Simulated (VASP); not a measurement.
Runs of VASP 6.6.1 on CoSi. The structure is cubic, space group P2_13 (No. 198). The conventional cell has a = 4.438 Å, b = 4.438 Å, c = 4.438 Å, α = 90.00°, β = 90.00°, γ = 90.00°. Around Co (site symmetry 3) lie 7 Si at 2.28 to 2.47 Å. Si (site symmetry 3) is surrounded by 7 Co at 2.28 to 2.47 Å. 

```csv
U,gap on the mesh (eV),pressure (GPa),moment (μB),largest force (eV/Å)
Co d U = 5 eV,none,(a),4.00,0.23
Co d U = 2 eV,none,-0.9,3.93,0.09
Co d U = 6 eV,none,4.7,4.01,(b)
Co d U = 4 eV,none,0.1,4.00,0.16
Co d U = 3 eV,none,-0.6,4.00,(c)
```

Alike in all rows: task single point; level r2SCAN+U; potentials or basis VASP PAW PBE potentials, release 64 (Co, Si); spin collinear, ferromagnetic start; cell as given; k mesh 5 × 5 × 5; cutoff (eV) 520; smearing fermi-dirac 0.05 eV.

**Question.** Fill in the values left out.

**Answer.** (a) 1.7; (b) 0.33; (c) 0.12.

Caveats: the PAW data sets were made with another functional, which shifts forces and pressure a little; the U is typed as a test and isn't derived for this compound.

A gap of «none» marks a metal or a gap under the smearing width.
